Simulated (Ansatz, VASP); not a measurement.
## One calculation of Y, two programs

```
Y
1.0
     0.00000    1.85101    1.85101
     1.85101    0.00000    1.85101
     1.85101    1.85101    0.00000
Y
1
Direct
  0.00000 0.00000 0.00000
```

Change from the starting cell: volume scaled by 0.43, PAW files.

Alike in both runs: task single point; functional LDA; k mesh 13 × 13 × 13; occupations fermi-dirac, width 0.08 eV; no spin polarisation.

|  | VASP | Ansatz |
| --- | --- | --- |
| version | VASP 6.6.1 | Ansatz 0.2.0 |
| potentials or method | VASP PAW LDA potentials, release 64 (Y_sv) | PAW with Ansatz's default frozen-core files, scalar-relativistic |
| plane-wave cutoff (eV) | 520 | 420 |
| valence electrons in the cell | 11 | 11 |

VASP gave:

- pressure (GPa): 143.4

Q: Estimate Ansatz's values.

A: Pressure (GPa): 142.4.

Caveats: the cell as given lies far from equilibrium; so large a pressure means that the cell lies far from this level's equilibrium, or that cutoff or potentials fall short (VASP).
